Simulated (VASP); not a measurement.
# SrVO3 (Pm-3m) in VASP: a series of runs, part 2 of 2

VASP 6.6.1. Earlier steps stand in the parts before.

## Step 3: Single point, PBE+U, collinear spin, typed start

This run uses another cell than the first one, of 11.33 Å³/atom, 0.961 times its volume.

INCAR reads:

```
SYSTEM = SrVO3
PREC = Accurate ; ENCUT = 520
EDIFF = 1E-7 ; ISMEAR = 0
SIGMA = 0.05 ; LREAL = .False.
LASPH = .True. ; NELM = 150
ALGO = Normal ; ISIF = 2
LWAVE = .False. ; LCHARG = .False.
ISPIN = 2 ; MAGMOM = 0 1 0 0 0
LORBIT = 11 ; LMAXMIX = 4
LDAU = .True. ; LDAUTYPE = 2
LDAUL = -1 2 -1 ; LDAUU = 0 3.25 0
LDAUJ = 0 0 0 ; LDAUPRINT = 1
GGA = PE ; NBANDS = 32
```

KPOINTS reads:

```
regular mesh
0
Gamma
  6 6 6
  0 0 0
```

POSCAR reads:

```
SrVO3
1.0
    3.8409000000      0.0000000000      0.0000000000
    0.0000000000      3.8409000000      0.0000000000
    0.0000000000      0.0000000000      3.8409000000
Sr V O
1 1 3
Direct
    0.5000000000      0.5000000000      0.5000000000
    0.0000000000      0.0000000000      0.0000000000
    0.5000000000      0.0000000000      0.0000000000
    0.0000000000      0.5000000000      0.0000000000
    0.0000000000      0.0000000000      0.5000000000
```

Potentials or basis: VASP PAW PBE potentials, release 64 (Sr_sv, V_sv, O).

On the command line:

```console
$ cat potpaw_PBE.64/Sr_sv/POTCAR potpaw_PBE.64/V_sv/POTCAR potpaw_PBE.64/O/POTCAR > POTCAR
$ mpirun -np 1 vasp_std > vasp.out
```

OUTCAR:

```text
SYSTEM = SrVO3
   PREC = Accurate
   ENCUT = 520
   EDIFF = 1E-7
   ISMEAR = 0
   LREAL = .False.
   LASPH = .True.
   NELM = 150
   ISIF = 2
   ISPIN = 2
   LORBIT = 11
   GGA = PE

 ion  position               nearest neighbor table
   1  0.500  0.500  0.500-   3 2.72   4 2.72   5 2.72   3 2.72   4 2.72   3 2.72   5 2.72   3 2.72
                             4 2.72   5 2.72   4 2.72   5 2.72   2 3.33   2 3.33   2 3.33   2 3.33
   2  0.000  0.000  0.000-   3 1.92   4 1.92   5 1.92   5 1.92   4 1.92   3 1.92   1 3.33   1 3.33
                             1 3.33   1 3.33   1 3.33   1 3.33   1 3.33   1 3.33
   3  0.500  0.000  0.000-   2 1.92   2 1.92   1 2.72   1 2.72   1 2.72   1 2.72
   4  0.000  0.500  0.000-   2 1.92   2 1.92   1 2.72   1 2.72   1 2.72   1 2.72
   5  0.000  0.000  0.500-   2 1.92   2 1.92   1 2.72   1 2.72   1 2.72   1 2.72

  LATTYP: Found a simple cubic cell.
 ALAT       =     3.8409000000

  Lattice vectors:

 A1 = (   3.8409000000,   0.0000000000,   0.0000000000)
 A2 = (   0.0000000000,   3.8409000000,   0.0000000000)
[... 1646 lines left out ...]
  --------------------------------------------------------------------------------------
  -------------------------------------------------------------------------------------
  Total        2.9542285      2.9542285      2.9542285     -0.0000000     -0.0000000      0.0000000
  in kB       83.5325365     83.5325365     83.5325365     -0.0000000     -0.0000000      0.0000000
  external PRESSURE =      83.5325365 kB  Pullay stress =       0.0000000 kB

 VOLUME and BASIS-vectors are now :
 -----------------------------------------------------------------------------
  energy-cutoff  :      520.00
  volume of cell :       56.66
      direct lattice vectors                 reciprocal lattice vectors
     3.840900000  0.000000000  0.000000000     0.260355646  0.000000000  0.000000000
     0.000000000  3.840900000  0.000000000     0.000000000  0.260355646  0.000000000
     0.000000000  0.000000000  3.840900000     0.000000000  0.000000000  0.260355646

 POSITION                                       TOTAL-FORCE (eV/Angst)
 -----------------------------------------------------------------------------------
      1.92045      1.92045      1.92045         0.000000      0.000000      0.000000
      0.00000      0.00000      0.00000         0.000000      0.000000      0.000000
      1.92045      0.00000      0.00000         0.000000      0.000000      0.000000
      0.00000      1.92045      0.00000         0.000000      0.000000      0.000000
      0.00000      0.00000      1.92045         0.000000      0.000000      0.000000
 -----------------------------------------------------------------------------------
    total drift:                               -0.000000     -0.000000      0.000000

  FREE ENERGIE OF THE ION-ELECTRON SYSTEM (eV)
  ---------------------------------------------------
  free  energy   TOTEN  =       -36.0612323611 eV

  energy  without entropy=      -36.0539172370  energy(sigma->0) =      -36.05757480

 total charge

# of ion       s       p       d       tot
------------------------------------------
    1        2.000   5.803   0.221   8.024
    2        2.292   6.359   2.859  11.511
    3        1.564   3.500   0.000   5.064
    4        1.564   3.500   0.000   5.064
    5        1.564   3.500   0.000   5.064
--------------------------------------------------
tot          8.984  22.663   3.080  34.726

 magnetization (x)

# of ion       s       p       d       tot
------------------------------------------
    1       -0.000  -0.002   0.002  -0.001
    2        0.009   0.010   1.085   1.105
    3       -0.002  -0.050   0.000  -0.052
    4       -0.002  -0.050   0.000  -0.052
    5       -0.002  -0.050   0.000  -0.052
--------------------------------------------------
tot          0.003  -0.141   1.087   0.949
```

stdout:

```text
POSCAR found type information on POSCAR SrV O
 POSCAR found :  3 types and       5 ions
 scaLAPACK will be used
 LDA part: xc-table for (Slater+PW92), standard interpolation
 POSCAR, INCAR and KPOINTS ok, starting setup
 FFT: planning ... GRIDC
 FFT: planning ... GRID_SOFT
 FFT: planning ... GRID
 WAVECAR not read
 entering main loop
```

Wall time 46 s (1 thread of AMD EPYC 9R45 (Zen 5), shared host); peak memory 0.19 GiB.

Results:

* Free energy: -36.0612 eV
* Pressure: 8.4 GPa
* Band gap on the k mesh: none (metal or under the smearing width)
* Net moment: 1.00 μB per cell
* Site moments: Sr -0.00; V +1.10; O -0.05 μB
* Valence electrons inside the program's atomic spheres: Sr 8.02; V 11.51; O 5.06

Eigenvalues of the final occupation matrices:
```
    site  spin  trace               eigenvalues
site 2 d     1   1.99  0.31 0.31 0.45 0.45 0.45
site 2 d     2   0.90  0.11 0.11 0.11 0.29 0.29
```

The state reached can hang on the start; a lower one may exist.
